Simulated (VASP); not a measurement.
Consider the following.

```xyz
4
Lattice="1.7930 -3.1056 0.0000 1.7930 3.1056 0.0000 0.0000 0.0000 5.7834" Properties=species:S:1:pos:R:3 pbc="T T T"
In     1.7930    -1.0352     2.8908
In     1.7930     1.0352     5.7825
N      1.7930    -1.0352     5.0845
N      1.7930     1.0352     2.1928
```

The numbers are results of PBE GGA, VASP's PBE PAW potentials (set 64) (plane waves; VASP 6.6.1), not measurements. Numerical set-up: 520 eV cut-off, 11×11×6 Γ-centred mesh, tetrahedra with Blöchl corrections, potentials In_d N.

Unless said otherwise, spin-orbit coupling is left out, though it shifts the bands of the heavy elements here.

**Question.** What does the run give for the energy per atom (σ→0), band gap (on the k-mesh) with the smallest direct gap where there is one?

**Answer.** 
* **band gap (on the k-mesh)**: none (metal, semimetal or under 0.01 eV)
* **energy per atom (σ→0)**: -5.353 eV/atom

Total energies compare only between runs with the same potentials, cut-off and functional.

The compound is InN in the wurtzite structure. It was relaxed first.
